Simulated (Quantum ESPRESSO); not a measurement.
# HgTe (Coloradoite) (F-43m) in Quantum ESPRESSO: further runs

One crystal, HgTe (Coloradoite), is run at these levels: LDA, PBE; tasks: phonons.

All numbers are computed with Quantum ESPRESSO 7.5; they aren't measurements. Logs are shortened: lines on timing, memory, paths and dates and some standing lists are left out, and cuts for length are marked.

## Step 1: Starting point

It takes space group F-43m (No. 216, cubic). The conventional cell has a = 6.429 Å, b = 6.429 Å, c = 6.429 Å, α = 90.00°, β = 90.00°, γ = 90.00°. Around Hg (site symmetry -43m) lie 4 Te at 2.78 Å. Around Te (site symmetry -43m) lie 4 Hg at 2.78 Å.

## Step 2: Phonons, LDA

pw.in reads:

```
&CONTROL
  calculation = 'scf'
  prefix = 'pwscf'
  outdir = './tmp'
  pseudo_dir = './pseudo'
  tprnfor = .true.
  tstress = .true.
  disk_io = 'low'
/
&SYSTEM
  ibrav = 0
  nat = 2
  ntyp = 2
  ecutwfc = 45
  ecutrho = 360
  nbnd = 15
  occupations = 'smearing'
  smearing = 'mv'
  degauss = 0.01469973
/
&ELECTRONS
  conv_thr = 4d-10
  electron_maxstep = 120
  mixing_beta = 0.5
/
ATOMIC_SPECIES
Hg   200.5920 hg_lda_v1.uspp.F.UPF
Te   127.6000 te_lda_v1.uspp.F.UPF
CELL_PARAMETERS bohr
   0.0000000000    6.0745246276    6.0745246276
   6.0745246276    0.0000000000    6.0745246276
   6.0745246276    6.0745246276    0.0000000000
ATOMIC_POSITIONS bohr
Hg     0.0000000000    0.0000000000    0.0000000000
Te     9.1117869414    9.1117869414    9.1117869414
K_POINTS automatic
5 5 5 0 0 0
```

relax.in reads:

```
&CONTROL
  calculation = 'vc-relax'
  prefix = 'pwscf'
  outdir = './tmp'
  pseudo_dir = './pseudo'
  tprnfor = .true.
  tstress = .true.
  disk_io = 'low'
  nstep = 40
  forc_conv_thr = 0.0001
  etot_conv_thr = 1d-06
/
&SYSTEM
  ibrav = 0
  nat = 2
  ntyp = 2
  ecutwfc = 45
  ecutrho = 360
  nbnd = 15
  occupations = 'smearing'
  smearing = 'mv'
  degauss = 0.01469973
/
&ELECTRONS
  conv_thr = 4d-10
  electron_maxstep = 120
  mixing_beta = 0.5
/
&IONS
  ion_dynamics = 'bfgs'
/
&CELL
  cell_dynamics = 'bfgs'
  press = 0
  press_conv_thr = 0.2
/
ATOMIC_SPECIES
Hg   200.5920 hg_lda_v1.uspp.F.UPF
Te   127.6000 te_lda_v1.uspp.F.UPF
CELL_PARAMETERS bohr
   0.0000000000    6.0745246276    6.0745246276
   6.0745246276    0.0000000000    6.0745246276
   6.0745246276    6.0745246276    0.0000000000
ATOMIC_POSITIONS bohr
Hg     0.0000000000    0.0000000000    0.0000000000
Te     9.1117869414    9.1117869414    9.1117869414
K_POINTS automatic
5 5 5 0 0 0
```

scf2.in reads:

```
&CONTROL
  calculation = 'scf'
  prefix = 'pwscf'
  outdir = './tmp'
  pseudo_dir = './pseudo'
  tprnfor = .true.
  tstress = .true.
  disk_io = 'low'
/
&SYSTEM
  ibrav = 0
  nat = 2
  ntyp = 2
  ecutwfc = 45
  ecutrho = 360
  nbnd = 15
  occupations = 'smearing'
  smearing = 'mv'
  degauss = 0.01469973
/
&ELECTRONS
  conv_thr = 1d-13
  electron_maxstep = 120
  mixing_beta = 0.5
  startingpot = 'file'
  startingwfc = 'file'
/
ATOMIC_SPECIES
Hg   200.5920 hg_lda_v1.uspp.F.UPF
Te   127.6000 te_lda_v1.uspp.F.UPF
CELL_PARAMETERS bohr
   0.0000000000    6.1060180811    6.1060180811
   6.1060180811    0.0000000000    6.1060180811
   6.1060180811    6.1060180811    0.0000000000
ATOMIC_POSITIONS bohr
Hg     0.0000000000    0.0000000000    0.0000000000
Te     9.1590271217    9.1590271217    9.1590271217
K_POINTS automatic
5 5 5 0 0 0
```

ph.in reads:

```
phonons of HgTe
&INPUTPH
  prefix = 'pwscf'
  outdir = './tmp'
  tr2_ph = 1d-18
  fildyn = 'dyn'
  niter_ph = 90
  alpha_mix(1) = 0.4
/
0.0000000000 0.0000000000 0.0000000000
```

dynmat.in reads:

```
&INPUT
  fildyn = 'dyn'
  asr = 'crystal'
  filout = 'dynmat.disp'
  fileig = 'dynmat.eig'
/
```

Potentials or basis: GBRV 1.5 LDA.

Command:

```sh
$ OMP_NUM_THREADS=1 pw.x -in pw.in > pw.out
$ OMP_NUM_THREADS=1 pw.x -in relax.in > relax.out
$ OMP_NUM_THREADS=1 pw.x -in scf2.in > scf2.out
$ OMP_NUM_THREADS=1 ph.x -in ph.in > ph.out
$ OMP_NUM_THREADS=1 dynmat.x -in dynmat.in > dynmat.out
```

pw.out:

```text
This program is part of the open-source Quantum ESPRESSO suite
     for quantum simulation of materials; please cite
         "P. Giannozzi et al., J. Phys.:Condens. Matter 21 395502 (2009);
         "P. Giannozzi et al., J. Phys.:Condens. Matter 29 465901 (2017);
         "P. Giannozzi et al., J. Chem. Phys. 152 154105 (2020);
     in publications or presentations arising from this work. More details at

     Message from routine setup:
     using ibrav=0 with symmetry is DISCOURAGED, use correct ibrav instead

     G-vector sticks info
     --------------------
     sticks:   dense  smooth     PW     G-vecs:    dense   smooth      PW
     Sum        1813     925    271                51493    18197    2975

     Using Slab Decomposition

     bravais-lattice index     =            0
     lattice parameter (alat)  =       8.5907  a.u.
     unit-cell volume          =     448.2981 (a.u.)^3
     number of atoms/cell      =            2
     number of atomic types    =            2
     number of electrons       =        18.00
     number of Kohn-Sham states=           15
     kinetic-energy cutoff     =      45.0000  Ry
     charge density cutoff     =     360.0000  Ry
     scf convergence threshold =      4.0E-10
     mixing beta               =       0.5000
     number of iterations used =            8  plain     mixing
     Exchange-correlation= SLA  PZ   NOGX NOGC
                           (   1   1   0   0   0   0   0)

     celldm(1)=   8.590675  celldm(2)=   0.000000  celldm(3)=   0.000000
     celldm(4)=   0.000000  celldm(5)=   0.000000  celldm(6)=   0.000000

     crystal axes: (cart. coord. in units of alat)
               a(1) = (   0.000000   0.707107   0.707107 )
               a(2) = (   0.707107   0.000000   0.707107 )
               a(3) = (   0.707107   0.707107   0.000000 )

     reciprocal axes: (cart. coord. in units 2 pi/alat)
               b(1) = ( -0.707107  0.707107  0.707107 )
               b(2) = (  0.707107 -0.707107  0.707107 )
               b(3) = (  0.707107  0.707107 -0.707107 )

     PseudoPot. # 1 for Hg read from file:
     hg_lda_v1.uspp.F.UPF
     Pseudo is Ultrasoft + core correction, Zval = 12.0
     Generated by new atomic code, or converted to UPF format
     Using radial grid of  985 points,  6 beta functions with:
                l(1) =   0
                l(2) =   0
                l(3) =   1
                l(4) =   1
                l(5) =   2
                l(6) =   2
     Q(r) pseudized with  8 coefficients,  rinner =    2.000   2.000   2.000
                                                       2.000   2.000

     PseudoPot. # 2 for Te read from file:
     te_lda_v1.uspp.F.UPF
     Pseudo is Ultrasoft + core correction, Zval =  6.0
     Generated by new atomic code, or converted to UPF format
     Using radial grid of  891 points,  5 beta functions with:
                l(1) =   0
                l(2) =   0
                l(3) =   1
                l(4) =   1
                l(5) =   2
     Q(r) pseudized with  6 coefficients,  rinner =    1.800   1.800   1.800
                                                       1.800   1.800

     atomic species   valence    mass     pseudopotential
     Hg               12.00   200.59200     Hg( 1.00)
     Te                6.00   127.60000     Te( 1.00)

     24 Sym. Ops. (no inversion) found

   Cartesian axes

     site n.     atom                  positions (alat units)
         1        Hg     tau(   1) = (   0.0000000   0.0000000   0.0000000  )
         2        Te     tau(   2) = (   1.0606602   1.0606602   1.0606602  )

     number of k points=    10  Marzari-Vanderbilt smearing, width (Ry)=  0.0147
                       cart. coord. in units 2pi/alat
        k(    1) = (   0.0000000   0.0000000   0.0000000), wk =   0.0160000
        k(    2) = (   0.1414214   0.1414214  -0.1414214), wk =   0.1280000
        k(    3) = (   0.2828427   0.2828427  -0.2828427), wk =   0.1280000
        k(    4) = (   0.2828427  -0.0000000   0.0000000), wk =   0.0960000
        k(    5) = (   0.4242641   0.1414214  -0.1414214), wk =   0.3840000
        k(    6) = (  -0.1414214  -0.4242641   0.4242641), wk =   0.3840000
        k(    7) = (   0.0000000  -0.2828427   0.2828427), wk =   0.1920000
        k(    8) = (   0.5656854  -0.0000000   0.0000000), wk =   0.0960000
        k(    9) = (   0.0000000  -0.5656854   0.5656854), wk =   0.1920000
        k(   10) = (  -0.1414214  -0.4242641   0.7071068), wk =   0.3840000

     Dense  grid:    51493 G-vectors     FFT dimensions: (  54,  54,  54)

     Smooth grid:    18197 G-vectors     FFT dimensions: (  40,  40,  40)

     Initial potential from superposition of free atoms

     starting charge      17.9998, renormalised to      18.0000
     Starting wfcs are   13 randomized atomic wfcs +    2 random wfcs

     Self-consistent Calculation

     iteration #  1     ecut=    45.00 Ry     beta= 0.50
     Davidson diagonalization with overlap
     ethr =  1.00E-02,  avg # of iterations =  5.6

     Threshold (ethr) on eigenvalues was too large:
     Diagonalizing with lowered threshold

     Davidson diagonalization with overlap
     ethr =  2.87E-04,  avg # of iterations =  2.4

     total energy              =    -134.05466292 Ry
     estimated scf accuracy    <       0.04903902 Ry

     iteration #  2     ecut=    45.00 Ry     beta= 0.50
     Davidson diagonalization with overlap
     ethr =  2.72E-04,  avg # of iterations =  2.6

     total energy              =    -134.06668726 Ry
     estimated scf accuracy    <       0.01245140 Ry

     iteration #  3     ecut=    45.00 Ry     beta= 0.50
     Davidson diagonalization with overlap
     ethr =  6.92E-05,  avg # of iterations =  4.4

     total energy              =    -134.06867481 Ry
     estimated scf accuracy    <       0.00088674 Ry

     iteration #  4     ecut=    45.00 Ry     beta= 0.50
     Davidson diagonalization with overlap
     ethr =  4.93E-06,  avg # of iterations =  3.5

     total energy              =    -134.06872455 Ry
     estimated scf accuracy    <       0.00004525 Ry

     iteration #  5     ecut=    45.00 Ry     beta= 0.50
     Davidson diagonalization with overlap
     ethr =  2.51E-07,  avg # of iterations =  3.9

     total energy              =    -134.06874471 Ry
     estimated scf accuracy    <       0.00000247 Ry

     iteration #  6     ecut=    45.00 Ry     beta= 0.50
     Davidson diagonalization with overlap
     ethr =  1.37E-08,  avg # of iterations =  2.7

     total energy              =    -134.06874546 Ry
     estimated scf accuracy    <       0.00000085 Ry

     iteration #  7     ecut=    45.00 Ry     beta= 0.50
     Davidson diagonalization with overlap
     ethr =  4.73E-09,  avg # of iterations =  2.0

     total energy              =    -134.06874573 Ry
     estimated scf accuracy    <       0.00000011 Ry

     iteration #  8     ecut=    45.00 Ry     beta= 0.50
     Davidson diagonalization with overlap
     ethr =  5.87E-10,  avg # of iterations =  2.0

     End of self-consistent calculation

          k = 0.0000 0.0000 0.0000 (  2277 PWs)   bands (ev):

    -6.1618  -1.3932  -1.3932  -1.3932  -0.8375  -0.8375   5.1430   6.0598
     6.0598   6.0598  10.1514  10.1514  10.1514  12.4318  15.7667

          k = 0.1414 0.1414-0.1414 (  2283 PWs)   bands (ev):

    -5.9680  -1.3412  -1.3412  -1.3104  -0.8389  -0.8389   3.1734   5.6473
     5.6473   6.7855  10.3727  10.6685  10.6685  13.8735  14.5756

          k = 0.2828 0.2828-0.2828 (  2277 PWs)   bands (ev):

    -5.6239  -1.2733  -1.2733  -0.8230  -0.8162  -0.8162   0.9208   5.1058
     5.1058   6.6284  10.9892  10.9892  12.4180  13.5158  15.5368

          k = 0.2828-0.0000 0.0000 (  2269 PWs)   bands (ev):

    -5.9022  -1.3652  -1.2844  -1.2844  -0.8703  -0.8097   3.1304   5.0364
     5.0364   7.7709   8.9508  11.5783  11.5783  12.9209  15.1840

          k = 0.4243 0.1414-0.1414 (  2288 PWs)   bands (ev):

    -5.6014  -1.2678  -1.1967  -1.0714  -0.7918  -0.7888   1.4819   4.1247
     4.5122   8.0020   9.6776  11.5784  12.1882  14.3824  15.9331

          k =-0.1414-0.4243 0.4243 (  2293 PWs)   bands (ev):

    -5.4784  -1.2329  -1.1953  -0.8646  -0.8221  -0.5048   0.5715   3.5217
     4.6817   7.9617  10.4273  11.7927  12.5601  14.4023  15.3031

          k = 0.0000-0.2828 0.2828 (  2291 PWs)   bands (ev):

    -5.7183  -1.2782  -1.2633  -1.1309  -0.8601  -0.7950   1.9965   4.0147
     5.3715   7.7876  10.5348  11.0824  11.0920  13.8966  15.6127

          k = 0.5657-0.0000 0.0000 (  2289 PWs)   bands (ev):

    -5.4353  -1.2426  -1.0725  -1.0725  -0.7644  -0.6455   0.9985   3.8601
     3.8601   7.8231   8.4895  13.5546  14.1563  14.1563  16.2968

          k = 0.0000-0.5657 0.5657 (  2283 PWs)   bands (ev):

    -5.3579  -1.1997  -1.0705  -0.9922  -0.7863  -0.2750   0.3879   3.1288
     3.9472   8.1021   9.4670  13.1018  13.6196  14.1475  16.1076

          k =-0.1414-0.4243 0.7071 (  2286 PWs)   bands (ev):

    -5.4056  -1.1743  -1.1501  -0.9442  -0.8199  -0.4491   0.6737   3.2075
     3.9190   8.8074  10.1320  11.0500  13.3667  14.3457  16.1854

     the Fermi energy is     6.1027 ev

!    total energy              =    -134.06874575 Ry
     estimated scf accuracy    <          2.1E-10 Ry
     smearing contrib. (-TS)   =       0.00009209 Ry
     internal energy E=F+TS    =    -134.06883785 Ry

     The total energy is F=E-TS. E is the sum of the following terms:
     one-electron contribution =     -32.33350509 Ry
     hartree contribution      =      28.77938407 Ry
     xc contribution           =     -53.08034865 Ry
     ewald contribution        =     -77.43436818 Ry

     convergence has been achieved in   8 iterations

     Forces acting on atoms (cartesian axes, Ry/au):

     atom    1 type  1   force =    -0.00000000   -0.00000000    0.00000000
     atom    2 type  2   force =     0.00000000    0.00000000    0.00000000

     Total force =     0.000000     Total SCF correction =     0.000000

     Computing stress (Cartesian axis) and pressure

          total   stress  (Ry/bohr**3)                   (kbar)     P=        7.69
   0.00005225   0.00000000   0.00000000            7.69        0.00        0.00
   0.00000000   0.00005225   0.00000000            0.00        7.69        0.00
   0.00000000   0.00000000   0.00005225            0.00        0.00        7.69

=------------------------------------------------------------------------------=
   JOB DONE.
=------------------------------------------------------------------------------=
```

It took 3 min on 1 thread of Intel Xeon Platinum 8488C (Sapphire Rapids), shared host; peak memory 0.23 GiB.

What came out:

```yaml
Free_energy: -1824.1008 eV
Relaxed_volume: 33.73 Å³/atom
Relaxed_cell: a = 4.570 Å, b = 4.570 Å, c = 4.570 Å, α = 60.00°, β = 60.00°, γ = 60.00°
Space_group_after_relaxing_to_0.05_Å: F-43m (No. 216)
Pressure_after_relaxing: 0.0 GPa
Band_gap_on_the_k_mesh: none (metal or under the smearing width)
Highest_phonon_frequency_at_Γ: 117 cm⁻¹
```

Step by step:
| step | energy change (eV) | largest force (eV/Å) | pressure (GPa) | volume (Å³) |
| --- | --- | --- | --- | --- |
| 1 | 0.0000 | 0.0000 | 0.77 | 66.43 |
| 2 | -0.0011 | 0.0000 | 0.58 | 66.69 |
| 3 | -0.0020 | 0.0000 | 0.35 | 66.98 |
| 4 | -0.0025 | 0.0000 | 0.04 | 67.41 |
| 5 | -0.0026 | 0.0000 | 0.00 | 67.47 |
| 6 | -0.0026 | 0.0000 | 0.00 | 67.47 |

Final structure:
```
Hg Te
1.0
     0.00000    3.23117    3.23117
     3.23117    0.00000    3.23117
     3.23117    3.23117    0.00000
Hg Te
1 1
Direct
  0.00000 0.00000 0.00000
  0.75000 0.75000 0.75000
```

Phonon frequencies in cm⁻¹ (negative: imaginary):
| q point | frequencies |
| --- | --- |
| (0.000, 0.000, 0.000) | -5 -5 -5 117 117 117 |

Optical modes at Γ, degenerate ones joined:
| cm⁻¹ | components | symmetry | active in |
| --- | --- | --- | --- |
| 117 | 3 | T2 | IR and Raman |

Caveat: the k mesh is coarse; the mesh is thin for the phonons of a metal.

(Continued in part 2 of 2.)
